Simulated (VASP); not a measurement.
# Se (R-3m) in VASP: further runs

One crystal, Se, is run at these levels: PBE, r2SCAN; tasks: relaxation of cell and atoms.

All numbers are computed with VASP 6.6.1; they aren't measurements. Logs are shortened: lines on timing, memory, paths and dates and some standing lists are left out, and cuts for length are marked.

### 1 The structure

The structure is trigonal, space group R-3m (No. 166). The conventional cell has a = 3.850 Å, b = 3.850 Å, c = 2.645 Å, α = 90.00°, β = 90.00°, γ = 120.00°. Se (site symmetry -3m) has 8 Se at 2.39 to 2.65 Å as nearest neighbours.

This isn't the form of Se at room conditions, which is trigonal, of chains.

### 2 Relaxation of cell and atoms, PBE, target pressure 110 GPa, at which the enthalpy is minimised

File INCAR:

```
SYSTEM = Se
  PREC = Accurate
  ENCUT = 600
  EDIFF = 1E-6
  ISMEAR = 0
  SIGMA = 0.03
  LREAL = .FALSE.
  LASPH = .TRUE.
  NELM = 80
  ALGO = Normal
  ISIF = 3
  LWAVE = .FALSE.
  LCHARG = .FALSE.
  GGA = PE
  IBRION = 2
  NSW = 90
  EDIFFG = -0.01
  PSTRESS = 1100.0
```

File KPOINTS:

```
regular mesh
0
G
  15 15 13
  0 0 0
```

File POSCAR:

```
Se
1.0
    1.9250000000      1.1113992682      0.8816666667
   -1.9250000000      1.1113992682      0.8816666667
    0.0000000000     -2.2227985364      0.8816666667
Se
1
Direct
    0.0000000000      0.0000000000      0.0000000000
```

Potentials or basis: VASP PAW PBE potentials, release 64 (Se).

Run with:

```bash
cat potpaw_PBE.64/Se/POTCAR > POTCAR
mpirun -np 1 vasp_std > vasp.out
```

OUTCAR:

```text
SYSTEM = Se
   PREC = Accurate
   ENCUT = 600
   EDIFF = 1E-6
   ISMEAR = 0
   LREAL = .FALSE.
   LASPH = .TRUE.
   NELM = 80
   ISIF = 3
   GGA = PE
   IBRION = 2
   NSW = 90
   EDIFFG = -0.01
   PSTRESS = 1100.0

 ion  position               nearest neighbor table
   1  0.000  0.000  0.000-

  LATTYP: Found a trigonal (rhomboedric) cell.
 ALAT       =     2.3912694211
 COS(alpha) =    -0.2960878603

  Lattice vectors:

 A1 = (   1.9250000000,   1.1113992682,   0.8816666667)
 A2 = (  -1.9250000000,   1.1113992682,   0.8816666667)
 A3 = (   0.0000000000,  -2.2227985364,   0.8816666667)

Analysis of symmetry for initial positions (statically):
=====================================================================
 Subroutine PRICEL returns:
 Original cell was already a primitive cell.

 Routine SETGRP: Setting up the symmetry group for a
 trigonal (rhombohedral) supercell.

 Subroutine GETGRP returns: Found 12 space group operations
 (whereof 12 operations were pure point group operations)
 out of a pool of 12 trial point group operations.

The static configuration has the point symmetry D_3d.

Analysis of symmetry for dynamics (positions and initial velocities):
=====================================================================
 Subroutine PRICEL returns:
 Original cell was already a primitive cell.

 Routine SETGRP: Setting up the symmetry group for a
 trigonal (rhombohedral) supercell.

 Subroutine GETGRP returns: Found 12 space group operations
 (whereof 12 operations were pure point group operations)
 out of a pool of 12 trial point group operations.

The dynamic configuration has the point symmetry D_3d.

 Subroutine INISYM returns: Found 12 space group operations
 (whereof 12 operations are pure point group operations),
 and found     1 'primitive' translations

----------------------------------------------------------------------------------------

                                     Primitive cell

  volume of cell :      11.3177

  direct lattice vectors                    reciprocal lattice vectors
     1.925000000  1.111399268  0.881666667     0.259740260  0.149961109  0.378071834
    -1.925000000  1.111399268  0.881666667    -0.259740260  0.149961109  0.378071834
     0.000000000 -2.222798536  0.881666667     0.000000000 -0.299922218  0.378071834

  length of vectors
     2.391269421  2.391269421  2.391269421     0.482588487  0.482588487  0.482588487

  position of ions in fractional coordinates (direct lattice)
     0.000000000  0.000000000  0.000000000

  ion indices of the primitive-cell ions
   primitive index   ion index
                 1           1

----------------------------------------------------------------------------------------

 KPOINTS: regular mesh

Automatic generation of k-mesh.
 Grid dimensions read from file:
 generate k-points for:   15   15   13

 Generating k-lattice:

  Cartesian coordinates                     Fractional coordinates (reciprocal lattice)
     0.017316017  0.009997407  0.025204789     0.066666667  0.000000000  0.000000000
    -0.017316017  0.009997407  0.025204789     0.000000000  0.066666667  0.000000000
     0.000000000 -0.023070940  0.029082449     0.000000000  0.000000000  0.076923077

  Length of vectors
     0.032172566  0.032172566  0.037122191

  Shift w.r.t. Gamma in fractional coordinates (k-lattice)
     0.000000000  0.000000000  0.000000000

 -----------------------------------------------------------------------------
|                                                                             |
|           W    W    AA    RRRRR   N    N  II  N    N   GGGG   !!!           |
|           W    W   A  A   R    R  NN   N  II  NN   N  G    G  !!!           |
|           W    W  A    A  R    R  N N  N  II  N N  N  G       !!!           |
|           W WW W  AAAAAA  RRRRR   N  N N  II  N  N N  G  GGG   !            |
|           WW  WW  A    A  R   R   N   NN  II  N   NN  G    G                |
|           W    W  A    A  R    R  N    N  II  N    N   GGGG   !!!           |
|                                                                             |
|     Your reciprocal lattice and k-lattice belong to different lattice       |
|     classes:                                                                |
|                                                                             |
|        The reciprocal lattice is rhombohedral (trigonal),                   |
|        whereas your k-lattice is base-centered monoclinic.                  |
|                                                                             |
|     Results are often still useful ...                                      |
|                                                                             |
 -----------------------------------------------------------------------------

 WARNING: IBZKPT: internal override: KBLOWUP is changed to .FALSE.
      ... skipping the blow-up phase ...

 Subroutine IBZKPT returns following result:
 ===========================================

 Found    784 irreducible k-points:

 Following reciprocal coordinates:
            Coordinates               Weight
  0.000000  0.000000  0.000000      1.000000
  0.066667 -0.000000  0.000000      4.000000
  0.133333 -0.000000  0.000000      4.000000
  0.200000  0.000000  0.000000      4.000000
  0.266667 -0.000000  0.000000      4.000000
  0.333333  0.000000  0.000000      4.000000
[... 16 lines left out ...]
  0.133333  0.133333  0.000000      2.000000
  0.200000  0.133333  0.000000      4.000000
 [... further k-points ...]
   k-points           NKPTS =    784   k-points in BZ     NKDIM =    784   number of bands    NBANDS=      7
   number of dos      NEDOS =    301   number of ions     NIONS =      1
   total plane-waves  NPLWV =   8000
   dimension x,y,z NGX =    20 NGY =   20 NGZ =   20
   dimension x,y,z NGXF=    40 NGYF=   40 NGZF=   40
   ions per type =               1
   NGX,Y,Z   is equivalent  to a cutoff of  13.90, 13.90, 13.90 a.u.
   NGXF,Y,Z  is equivalent  to a cutoff of  27.81, 27.81, 27.81 a.u.
 SYSTEM =  Se
   PREC   = accura    normal or accurate (medium, high low for compatibility)
   ISTART =      0    job   : 0-new  1-cont  2-samecut
   ICHARG =      2    charge: 1-file 2-atom 10-const
   ISPIN  =      1    spin polarized calculation?
   LNONCOLLINEAR =      F non collinear calculations
   LSORBIT =      F    spin-orbit coupling
   LASPH  =      T    aspherical Exc in radial PAW
   ENCUT  =  600.0 eV  44.10 Ry    6.64 a.u.   4.78  4.78  4.78*2*pi/ulx,y,z
   NELM   =     80;   NELMIN=  2; NELMDL= -5     # of ELM steps
   EDIFF  = 0.1E-05   stopping-criterion for ELM
   LREAL  =      F    real-space projection
   EDIFFG = -.1E-01   stopping-criterion for IOM
   NSW    =     90    number of steps for IOM
   IBRION =      2    ionic relax: 0-MD 1-quasi-New 2-CG
   NFREE  =      1    steps in history (QN), initial steepest desc. (CG)
   ISIF   =      3    stress and relaxation
   ISYM   =      2    0-nonsym 1-usesym 2-fastsym
   POTIM  = 0.5000    time-step for ionic-motion
   TEBEG  =    0.0;   TEEND  =   0.0 temperature during run
   PSTRESS= 1100.0 pullay stress
   NELECT =       6.0000    total number of electrons
   NUPDOWN=      -1.0000    fix difference up-down
   EMIN   =  10.00;   EMAX   =-10.00  energy-range for DOS
   EFERMI =   0.00;   METHOD = LEGACY
   ISMEAR =     0;   SIGMA  =   0.03  broadening in eV -4-tet -1-fermi 0-gaus
   EFERMI_NEDOS =   21; number of points for ismear=-14 and -15
   IALGO  =     38    algorithm
   IMIX   =      4    mixing-type and parameters
     AMIX     =   0.40;   BMIX     =  1.00
     AMIX_MAG =   1.60;   BMIX_MAG =  1.00
  volume/ion in A,a.u.               =      11.32        76.38
  Fermi-wavevector in a.u.,A,eV,Ry     =   1.324971  2.503832 23.885687  1.755548
  Thomas-Fermi vector in A             =   2.454466
   LORBIT       =      0    0 simple, 1 ext, 2 COOP (PROOUT), +10 PAW based schemes
   GGA     = PE    functional components
   LHFCALC =     F    Hartree Fock is set to
   AEXX    =    0.0000 exact exchange contribution
   IVDW    =     0    specifies the selected vdW correction
   LEPSILON=     F    determine dielectric tensor
   LRPA    =     F    only Hartree local field effects (RPA)
 conjugate gradient relaxation of ions
 non-spin polarized calculation
 Gauss-broadening in eV      SIGMA  =   0.03
  energy-cutoff  :      600.00
  volume of cell :       11.32
 maximum number of plane-waves:       393
   NGX =  9   NGY =  9   NGZ =  9

--------------------------------------- Ionic step        1  -------------------------------------------

 number of electron       6.0000000 magnetization

 Free energy of the ion-electron system (eV)
  ---------------------------------------------------
  ext. energy  EPLUGINS =         0.00000000
  ---------------------------------------------------
  free energy    TOTEN  =        -0.26533099 eV

  energy without entropy =       -0.26509103  energy(sigma->0) =       -0.26521101

------------------------ aborting loop because EDIFF is reached ----------------------------------------

  FORCE on cell =-STRESS in cart. coord.  units (eV):
  Direction    XX          YY          ZZ          XY          YZ          ZX
  --------------------------------------------------------------------------------------
  -------------------------------------------------------------------------------------
  Total       11.4898304     11.4898304     11.1645221      0.0000000     -0.0000000      0.0000000
  in kB     1626.5510090   1626.5510091   1580.4989406      0.0000000     -0.0000000      0.0000000
  external PRESSURE =     511.2003195 kB  Pullay stress =    1100.0000000 kB
[... 24 lines left out ...]
--------------------------------------- Ionic step        2  -------------------------------------------

 number of electron       6.0000001 magnetization

 E-fermi :   6.8638     XC(G=0): -11.0704

 val. band max:        6.8637913381   @ k =   0.3333   0.1333   0.4615
 cond. band min:       6.8638420297   @ k =  -0.4667   0.1333   0.2308
 fundamental gap:      0.0000506917
 Fermi energy:         6.8638397942

 k-point     1 :       0.0000    0.0000    0.0000
  band No.  band energies     occupation
      1     -10.3052      2.00000
      2       9.4870      0.00000
      3      10.7080      0.00000
      4      10.7080      0.00000
      5      18.5260      0.00000
      6      18.5299      0.00000
      7      18.5299      0.00000
[... 299 lines left out ...]
  energy  without entropy=       -1.3608406574  energy(sigma->0) =       -1.36094819

  enthalpy is  TOTEN    =         7.3455969889 eV   P V=        8.7066527136

[... ionic steps 4 to 12 ...]

--------------------------------------- Ionic step       13  -------------------------------------------

 number of electron       6.0000000 magnetization

------------------------ aborting loop because EDIFF is reached ----------------------------------------
[... 69 lines left out ...]
--------------------------------------- Ionic step       15  -------------------------------------------

 number of electron       6.0000000 magnetization

 Free energy of the ion-electron system (eV)
  ---------------------------------------------------
  ext. energy  EPLUGINS =         0.00000000
  ---------------------------------------------------
  free energy    TOTEN  =        -1.22965211 eV

  energy without entropy =       -1.22948118  energy(sigma->0) =       -1.22956665

 E-fermi :  13.0644     XC(G=0): -12.9397

 val. band max:       13.0641744180   @ k =  -0.3333   0.4667   0.2308
 cond. band min:      13.0651718594   @ k =   0.0667   0.0667   0.4615
 fundamental gap:      0.0009974413
 Fermi energy:        13.0644285323

 k-point     1 :       0.0000    0.0000    0.0000
  band No.  band energies     occupation
      1      -9.1202      2.00000
      2      17.4053      0.00000
      3      19.7403      0.00000
      4      19.7403      0.00000
      5      24.6908      0.00000
      6      24.6908      0.00000
      7      27.3229      0.00000
[... 262 lines left out ...]
  energy  without entropy=       -1.2294811798  energy(sigma->0) =       -1.22956665

  enthalpy is  TOTEN    =         7.3354952670 eV   P V=        8.5651473807

 reached required accuracy - stopping structural energy minimisation
```

Run time: 2.7 min. Hardware: 1 thread of Intel Xeon 6975P-C (Granite Rapids), shared host; peak memory 0.19 GiB.

Results:

```yaml
Free_energy: -1.2297 eV
Relaxed_volume: 12.48 Å³/atom
Relaxed_cell: a = 2.456 Å, b = 2.456 Å, c = 2.456 Å, α = 106.57°, β = 106.57°, γ = 106.57°
Space_group_after_relaxing_to_0.05_Å: R-3m (No. 166)
Energy_change_on_relaxing_the_enthalpy_is_what_falls: -964.3 meV/atom
Ionic_steps: 15
Pressure_after_relaxing: 110.0 GPa
Band_gap_on_the_k_mesh: none (metal or under the smearing width)
```

Step by step:
```tsv
step	energy change (eV)	largest force (eV/Å)	pressure (GPa)	volume (Å³)
1	0.0000	0.0000	161.12	11.32
2	-2.6268	0.0000	10.26	18.32
3	-1.0957	0.0000	101.12	12.68
4	-0.9449	0.0000	109.37	12.45
5	-0.9289	0.0000	110.23	12.43
6	-0.9330	0.0000	110.14	12.43
7	-0.9430	0.0000	110.31	12.45
8	-0.9579	0.0000	110.87	12.47
9	-0.9532	0.0000	110.62	12.46
10	-1.0635	0.0000	104.90	12.62
11	-0.9641	0.0000	110.05	12.48
12	-0.9638	0.0000	110.06	12.47
13	-0.9634	0.0000	110.07	12.47
14	-0.9652	0.0000	109.88	12.48
15	-0.9643	0.0000	109.97	12.48
```

Final structure:
```yaml
crystal:
  lattice:
    - [1.96850, 1.13651, 0.92938]
    - [-1.96850, 1.13651, 0.92938]
    - [0.00000, -2.27302, 0.92938]
  atoms:
    - { symbol: Se, position: [0.00000, 0.00000, 0.00000] }
```

Caveat: the cell is relaxed towards a set pressure, so the enthalpy falls and the energy may rise. PBE usually gives volumes a little too large and moduli too small.

### 3 Relaxation of cell and atoms, PBE, target pressure 110 GPa, at which the enthalpy is minimised

This run uses another cell than the first one, of 12.48 Å³/atom, 1.102 times its volume.

INCAR, as its differences from that of step 2:

```diff
@@ -3,3 +3,3 @@
   ENCUT = 600
-  EDIFF = 1E-6
+  EDIFF = 1E-7
   ISMEAR = 0
@@ -16,3 +16,3 @@
   NSW = 90
-  EDIFFG = -0.01
+  EDIFFG = -0.005
   PSTRESS = 1100.0
```

KPOINTS is that of step 2.

File POSCAR:

```
Se                                      
1.0
    1.9684969635      1.1365122519      0.9293784885
   -1.9684969635      1.1365122519      0.9293784885
   -0.0000000000     -2.2730245038      0.9293784885
  Se            
     1
Direct
     0.0000000000000000    0.0000000000000000    0.0000000000000000
```

Potentials or basis: VASP PAW PBE potentials, release 64 (Se).

Run with:

```bash
cat potpaw_PBE.64/Se/POTCAR > POTCAR
mpirun -np 1 vasp_std > vasp.out
```

OUTCAR:

```text
SYSTEM = Se
   PREC = Accurate
   ENCUT = 600
   EDIFF = 1E-7
   ISMEAR = 0
   LREAL = .FALSE.
   LASPH = .TRUE.
   NELM = 80
   ISIF = 3
   GGA = PE
   IBRION = 2
   NSW = 90
   EDIFFG = -0.005
   PSTRESS = 1100.0

 ion  position               nearest neighbor table
   1  0.000  0.000  0.000-

  LATTYP: Found a trigonal (rhomboedric) cell.
 ALAT       =     2.4556841753
 COS(alpha) =    -0.2851519244

  Lattice vectors:

 A1 = (   1.9684969635,   1.1365122519,   0.9293784885)
 A2 = (  -1.9684969635,   1.1365122519,   0.9293784885)
 A3 = (   0.0000000000,  -2.2730245038,   0.9293784885)

Analysis of symmetry for initial positions (statically):
=====================================================================
 Subroutine PRICEL returns:
 Original cell was already a primitive cell.

 Routine SETGRP: Setting up the symmetry group for a
 trigonal (rhombohedral) supercell.

 Subroutine GETGRP returns: Found 12 space group operations
 (whereof 12 operations were pure point group operations)
 out of a pool of 12 trial point group operations.

The static configuration has the point symmetry D_3d.

[... 186 lines left out ...]
 fundamental gap:      0.0010014211
 Fermi energy:        13.0644402532

 k-point     1 :       0.0000    0.0000    0.0000
  band No.  band energies     occupation
      1      -9.1202      2.00000
      2      17.4054      0.00000
      3      19.7403      0.00000
      4      19.7403      0.00000
      5      24.6904      0.00000
      6      24.6904      0.00000
      7      27.3225      0.00000
[... 221 lines left out ...]
 k-point    24 :       0.2000    0.1333   -0.0000
  band No.  band energies     occupation
      1      -6.7058      2.00000
      2       9.3011      2.00000
      3      11.9741      2.00000
      4      16.4708      0.00000
      5      24.8679      0.00000
      6      27.4366      0.00000
      7      30.5632      0.00000

 [... further k-points ...]

------------------------ aborting loop because EDIFF is reached ----------------------------------------

  FORCE on cell =-STRESS in cart. coord.  units (eV):
  Direction    XX          YY          ZZ          XY          YZ          ZX
  --------------------------------------------------------------------------------------
  -------------------------------------------------------------------------------------
  Total        8.5628297      8.5628297      8.5620110      0.0000000      0.0000000     -0.0000000
  in kB     1099.7023427   1099.7023430   1099.5972076      0.0000000      0.0000000     -0.0000000
  external PRESSURE =      -0.3327022 kB  Pullay stress =    1100.0000000 kB

 VOLUME and BASIS-vectors are now :
 -----------------------------------------------------------------------------
  energy-cutoff  :      600.00
  volume of cell :       12.48
      direct lattice vectors                 reciprocal lattice vectors
     1.968496964  1.136512252  0.929378489     0.254000900  0.146647488  0.358662630
    -1.968496964  1.136512252  0.929378489    -0.254000900  0.146647488  0.358662630
     0.000000000 -2.273024504  0.929378489     0.000000000 -0.293294976  0.358662630

 POSITION                                       TOTAL-FORCE (eV/Angst)
 -----------------------------------------------------------------------------------
      0.00000      0.00000      0.00000         0.000000      0.000000     -0.000000
 -----------------------------------------------------------------------------------
    total drift:                               -0.000000     -0.000000      0.000000

  FREE ENERGIE OF THE ION-ELECTRON SYSTEM (eV)
  ---------------------------------------------------
  free  energy   TOTEN  =        -1.2297774003 eV

  energy  without entropy=       -1.2296064407  energy(sigma->0) =       -1.22969192

  enthalpy is  TOTEN    =         7.3353699803 eV   P V=        8.5651473806

 reached required accuracy - stopping structural energy minimisation
```

CONTCAR:

```text
Se
   1.00000000000000
     1.9684969635000000    1.1365122518999999    0.9293784885000000
    -1.9684969635000000    1.1365122518999999    0.9293784885000000
     0.0000000000000000   -2.2730245037999999    0.9293784885000000
  Se
     1
Direct
     0.0000000000000000    0.0000000000000000    0.0000000000000000

  0.00000000E+00  0.00000000E+00  0.00000000E+00
```

It took 31 s on 1 thread of Intel Xeon 6975P-C (Granite Rapids), shared host; peak memory 0.19 GiB.

What came out:

| Quantity | Value |
| --- | --- |
| Free energy | -1.2298 eV |
| Pressure after relaxing | 110.0 GPa |
| Band gap on the k mesh | none (metal or under the smearing width) |

Final structure:
```yaml
crystal:
  lattice:
    - [1.96850, 1.13651, 0.92938]
    - [-1.96850, 1.13651, 0.92938]
    - [0.00000, -2.27302, 0.92938]
  atoms:
    - { symbol: Se, position: [0.00000, 0.00000, 0.00000] }
```

Caveat: the relaxation stopped at its first step, so nothing moved; the cell is relaxed towards a set pressure, so the enthalpy falls and the energy may rise.

[end of part 1 of 2]
